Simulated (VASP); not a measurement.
# Li2O (Fm-3m) in VASP: single point with r2SCAN

Aim: the single point of Li2O with r2SCAN.

Everything below comes from runs of VASP 6.6.1. Logs are shortened: lines on timing, memory, paths and dates and some standing lists are left out, and cuts for length are marked.

## (1) Starting point

It takes space group Fm-3m (No. 225, cubic). Conventional cell: a = 4.560 Å, b = 4.560 Å, c = 4.560 Å, α = 90.00°, β = 90.00°, γ = 90.00°. O (site symmetry m-3m) has 8 Li at 1.97 Å as nearest neighbours. Around Li (site symmetry -43m) lie 4 O at 1.97 Å.

## (2) Single point, r2SCAN

The input, POSCAR:

```
Li2O
1.0
    0.0000000000      2.2799964200      2.2799964200
    2.2799964200      0.0000000000      2.2799964200
    2.2799964200      2.2799964200      0.0000000000
O Li
1 2
Direct
    0.0000000000      0.0000000000      0.0000000000
    0.2500000000      0.2500000000      0.2500000000
    0.7500000000      0.7500000000      0.7500000000
```

The input, INCAR.step1:

```
  PREC = Accurate
  ENCUT = 520
  ISMEAR = -5
  SIGMA = 0.1
  LREAL = False
  LASPH = True
  NELM = 100
  GGA = PE
  ALGO = Normal
  EDIFF = 1E-4
  LWAVE = True
  LCHARG = False
```

The input, INCAR.step2:

```
  PREC = Accurate
  ENCUT = 520
  EDIFF = 1E-6
  ISMEAR = -1
  SIGMA = 0.1
  LREAL = False
  LASPH = True
  NELM = 100
  ALGO = Normal
  ISIF = 2
  LWAVE = False
  LCHARG = False
  METAGGA = R2SCAN
  LMIXTAU = True
  LORBIT = 11
  ISTART = 1
```

The input, KPOINTS:

```
Automatic mesh
0
Gamma
  10 10 10
```

Potentials or basis: VASP PAW PBE potentials, release 64 (O, Li_sv).

Started as:

```console
> cat potpaw_PBE.64/O/POTCAR potpaw_PBE.64/Li_sv/POTCAR > POTCAR
> cp INCAR.step1 INCAR
> mpirun -np 1 vasp_std > vasp.out
> cp INCAR.step2 INCAR
> mpirun -np 1 vasp_std > vasp.out
```

OUTCAR:

```text
PREC = Accurate
   ENCUT = 520
   EDIFF = 1E-6
   ISMEAR = -1
   LREAL = False
   LASPH = True
   NELM = 100
   ISIF = 2
   METAGGA = R2SCAN
   LORBIT = 11
   ISTART = 1

 ion  position               nearest neighbor table
   1  0.000  0.000  0.000-   3 1.97   3 1.97   3 1.97   2 1.97   3 1.97   2 1.97   2 1.97   2 1.97

   2  0.250  0.250  0.250-   1 1.97   1 1.97   1 1.97   1 1.97   3 2.28   3 2.28   3 2.28   3 2.28
                             3 2.28   3 2.28
   3  0.750  0.750  0.750-   1 1.97   1 1.97   1 1.97   1 1.97   2 2.28   2 2.28   2 2.28   2 2.28
                             2 2.28   2 2.28

  LATTYP: Found a face centered cubic cell.
 ALAT       =     4.5599928400

  Lattice vectors:

 A1 = (   0.0000000000,   2.2799964200,   2.2799964200)
 A2 = (   2.2799964200,   0.0000000000,   2.2799964200)
 A3 = (   2.2799964200,   2.2799964200,   0.0000000000)

Analysis of symmetry for initial positions (statically):
=====================================================================
 Subroutine PRICEL returns:
 Original cell was already a primitive cell.

 Routine SETGRP: Setting up the symmetry group for a
 face centered cubic supercell.

 Subroutine GETGRP returns: Found 48 space group operations
 (whereof 48 operations were pure point group operations)
 out of a pool of 48 trial point group operations.

The static configuration has the point symmetry O_h .

Analysis of symmetry for dynamics (positions and initial velocities):
=====================================================================
 Subroutine PRICEL returns:
 Original cell was already a primitive cell.

 Routine SETGRP: Setting up the symmetry group for a
 face centered cubic supercell.

 Subroutine GETGRP returns: Found 48 space group operations
 (whereof 48 operations were pure point group operations)
 out of a pool of 48 trial point group operations.

The dynamic configuration has the point symmetry O_h .

 Subroutine INISYM returns: Found 48 space group operations
 (whereof 48 operations are pure point group operations),
 and found     1 'primitive' translations

----------------------------------------------------------------------------------------

                                     Primitive cell

  volume of cell :      23.7046

  direct lattice vectors                    reciprocal lattice vectors
     0.000000000  2.279996420  2.279996420    -0.219298590  0.219298590  0.219298590
     2.279996420  0.000000000  2.279996420     0.219298590 -0.219298590  0.219298590
     2.279996420  2.279996420  0.000000000     0.219298590  0.219298590 -0.219298590

  length of vectors
     3.224401859  3.224401859  3.224401859     0.379836300  0.379836300  0.379836300

  position of ions in fractional coordinates (direct lattice)
     0.000000000  0.000000000  0.000000000
     0.250000000  0.250000000  0.250000000
     0.750000000  0.750000000  0.750000000

  ion indices of the primitive-cell ions
   primitive index   ion index
                 1           1
                 2           2
                 3           3

----------------------------------------------------------------------------------------

 KPOINTS: Automatic mesh

Automatic generation of k-mesh.
 Grid dimensions read from file:
 generate k-points for:   10   10   10

 Generating k-lattice:

  Cartesian coordinates                     Fractional coordinates (reciprocal lattice)
    -0.021929859  0.021929859  0.021929859     0.100000000  0.000000000  0.000000000
     0.021929859 -0.021929859  0.021929859     0.000000000  0.100000000  0.000000000
     0.021929859  0.021929859 -0.021929859     0.000000000  0.000000000  0.100000000

  Length of vectors
     0.037983630  0.037983630  0.037983630

  Shift w.r.t. Gamma in fractional coordinates (k-lattice)
     0.000000000  0.000000000  0.000000000

 Subroutine IBZKPT returns following result:
 ===========================================

 Found     47 irreducible k-points:

 Following reciprocal coordinates:
            Coordinates               Weight
  0.000000  0.000000  0.000000      1.000000
  0.100000  0.000000  0.000000      8.000000
  0.200000  0.000000  0.000000      8.000000
  0.300000  0.000000  0.000000      8.000000
  0.400000  0.000000  0.000000      8.000000
  0.500000  0.000000  0.000000      4.000000
[... 16 lines left out ...]
  0.300000  0.300000  0.000000      6.000000
  0.400000  0.300000  0.000000     24.000000
 [... further k-points ...]
   k-points           NKPTS =     47   k-points in BZ     NKDIM =     47   number of bands    NBANDS=     10
   number of dos      NEDOS =    301   number of ions     NIONS =      3
   total plane-waves  NPLWV =  13824
   dimension x,y,z NGX =    24 NGY =   24 NGZ =   24
   dimension x,y,z NGXF=    48 NGYF=   48 NGZF=   48
   ions per type =               1   2
   NGX,Y,Z   is equivalent  to a cutoff of  12.37, 12.37, 12.37 a.u.
   NGXF,Y,Z  is equivalent  to a cutoff of  24.75, 24.75, 24.75 a.u.
 SYSTEM =  unknown system
   PREC   = accura    normal or accurate (medium, high low for compatibility)
   ISTART =      1    job   : 0-new  1-cont  2-samecut
   ICHARG =      0    charge: 1-file 2-atom 10-const
   ISPIN  =      1    spin polarized calculation?
   LNONCOLLINEAR =      F non collinear calculations
   LSORBIT =      F    spin-orbit coupling
   LASPH  =      T    aspherical Exc in radial PAW
   ENCUT  =  520.0 eV  38.22 Ry    6.18 a.u.   6.00  6.00  6.00*2*pi/ulx,y,z
   NELM   =    100;   NELMIN=  2; NELMDL=  0     # of ELM steps
   EDIFF  = 0.1E-05   stopping-criterion for ELM
   LREAL  =      F    real-space projection
   EDIFFG = 0.1E-04   stopping-criterion for IOM
   NSW    =      0    number of steps for IOM
   IBRION =     -1    ionic relax: 0-MD 1-quasi-New 2-CG
   NFREE  =      0    steps in history (QN), initial steepest desc. (CG)
   ISIF   =      2    stress and relaxation
   ISYM   =      2    0-nonsym 1-usesym 2-fastsym
   POTIM  = 0.5000    time-step for ionic-motion
   TEBEG  =    0.0;   TEEND  =   0.0 temperature during run
   PSTRESS=    0.0 pullay stress
   NELECT =      12.0000    total number of electrons
   NUPDOWN=      -1.0000    fix difference up-down
   EMIN   =  10.00;   EMAX   =-10.00  energy-range for DOS
   EFERMI =   0.00;   METHOD = LEGACY
   ISMEAR =    -1;   SIGMA  =   0.10  broadening in eV -4-tet -1-fermi 0-gaus
   EFERMI_NEDOS =   21; number of points for ismear=-14 and -15
   IALGO  =     38    algorithm
   IMIX   =      4    mixing-type and parameters
     AMIX     =   0.40;   BMIX     =  1.00
     AMIX_MAG =   1.60;   BMIX_MAG =  1.00
  volume/ion in A,a.u.               =       7.90        53.32
  Fermi-wavevector in a.u.,A,eV,Ry     =   1.304741  2.465604 23.161877  1.702350
  Thomas-Fermi vector in A             =   2.435657
   LORBIT       =     11    0 simple, 1 ext, 2 COOP (PROOUT), +10 PAW based schemes
   METAGGA = R2SCAN    functional components
   LHFCALC =     F    Hartree Fock is set to
   AEXX    =    0.0000 exact exchange contribution
   IVDW    =     0    specifies the selected vdW correction
   LEPSILON=     F    determine dielectric tensor
   LRPA    =     F    only Hartree local field effects (RPA)
 non-spin polarized calculation
  energy-cutoff  :      520.00
  volume of cell :       23.70
 maximum number of plane-waves:       648
   NGX = 11   NGY = 11   NGZ = 11

 number of electron      11.9999993 magnetization

 Free energy of the ion-electron system (eV)
  ---------------------------------------------------
  ext. energy  EPLUGINS =         0.00000000
  ---------------------------------------------------
  free energy    TOTEN  =       -16.82778437 eV

  energy without entropy =      -16.82778437  energy(sigma->0) =      -16.82778437

 E-fermi :   3.3851     XC(G=0): -10.4522

 val. band max:        1.1512002153   @ k =   0.0000   0.0000   0.0000
 cond. band min:       6.8927426142   @ k =   0.5000   0.5000   0.0000
 fundamental gap:      5.7415423989
 Fermi energy:         3.3851468634

 k-point     1 :       0.0000    0.0000    0.0000
  band No.  band energies     occupation
      1     -43.1017      2.00000
      2     -42.7410      2.00000
      3     -15.2800      2.00000
      4       1.1512      2.00000
      5       1.1512      2.00000
      6       1.1512      2.00000
      7       7.5786      0.00000
      8      14.4920      0.00000
      9      14.4920      0.00000
     10      14.4921      0.00000

 k-point     2 :       0.1000    0.0000    0.0000
  band No.  band energies     occupation
      1     -43.0914      2.00000
      2     -42.7484      2.00000
      3     -15.2625      2.00000
      4       0.8164      2.00000
      5       1.1022      2.00000
      6       1.1022      2.00000
      7       7.8380      0.00000
      8      14.5268      0.00000
      9      14.6467      0.00000
     10      14.6468      0.00000

 k-point     3 :       0.2000    0.0000    0.0000
  band No.  band energies     occupation
      1     -43.0616      2.00000
      2     -42.7705      2.00000
      3     -15.2149      2.00000
      4       0.0309      2.00000
      5       0.9791      2.00000
      6       0.9791      2.00000
      7       8.5233      0.00000
      8      14.4767      0.00000
      9      14.9072      0.00000
     10      14.9073      0.00000
[... 248 lines left out ...]
 k-point    23 :       0.3000    0.3000    0.0000
  band No.  band energies     occupation
      1     -43.0080      2.00000
      2     -42.8068      2.00000
      3     -15.1225      2.00000
      4      -0.0915      2.00000
      5       0.1615      2.00000
      6       0.1615      2.00000
      7       7.9768      0.00000
      8      15.4861      0.00000
      9      15.4862      0.00000
     10      16.5171      0.00000

 k-point    24 :       0.4000    0.3000    0.0000
  band No.  band energies     occupation
      1     -42.9820      2.00000
      2     -42.8264      2.00000
      3     -15.0847      2.00000
      4      -0.5052      2.00000
      5       0.0170      2.00000
      6       0.0930      2.00000
      7       7.8917      0.00000
      8      15.3040      0.00000
      9      15.6988      0.00000
     10      16.9335      0.00000

 [... further k-points ...]
[... 5 lines left out ...]
  --------------------------------------------------------------------------------------
  -------------------------------------------------------------------------------------
  Total        0.1552536      0.1552536      0.1552536      0.0000000      0.0000000      0.0000000
  in kB       10.4934854     10.4934854     10.4934854      0.0000000      0.0000000      0.0000000
  external PRESSURE =      10.4934854 kB  Pullay stress =       0.0000000 kB

 VOLUME and BASIS-vectors are now :
 -----------------------------------------------------------------------------
  energy-cutoff  :      520.00
  volume of cell :       23.70
      direct lattice vectors                 reciprocal lattice vectors
     0.000000000  2.279996420  2.279996420    -0.219298590  0.219298590  0.219298590
     2.279996420  0.000000000  2.279996420     0.219298590 -0.219298590  0.219298590
     2.279996420  2.279996420  0.000000000     0.219298590  0.219298590 -0.219298590

 POSITION                                       TOTAL-FORCE (eV/Angst)
 -----------------------------------------------------------------------------------
      0.00000      0.00000      0.00000         0.000000      0.000000      0.000000
      1.14000      1.14000      1.14000        -0.000000     -0.000000      0.000000
      3.41999      3.41999      3.41999        -0.000000     -0.000000     -0.000000
 -----------------------------------------------------------------------------------
    total drift:                               -0.000000      0.000000      0.000000

  FREE ENERGIE OF THE ION-ELECTRON SYSTEM (eV)
  ---------------------------------------------------
  free  energy   TOTEN  =       -16.8277843691 eV

  energy  without entropy=      -16.8277843691  energy(sigma->0) =      -16.82778437

 total charge

# of ion       s       p       d       tot
------------------------------------------
    1        1.538   3.542   0.000   5.080
    2        2.034   0.037   0.000   2.071
    3        2.034   0.037   0.000   2.071
--------------------------------------------------
tot          5.605   3.616   0.000   9.221
```

It took 26 s on 1 thread of Intel Xeon Platinum 8488C (Sapphire Rapids), shared host; peak memory 0.14 GiB.

Results:

| Quantity | Value |
| --- | --- |
| Free energy | -16.8278 eV |
| Band gap on the k mesh | 5.74 eV, indirect (least direct gap 6.43 eV) |
| Valence electrons inside the program's atomic spheres | O 5.08; Li 2.07 |

Caveat: the cutoff is under 1.25 times the usual one of these potentials, so pressure, stress and relaxed cells hold a basis-set (Pulay) error; the PAW data sets were made with another functional, which shifts forces and pressure a little.
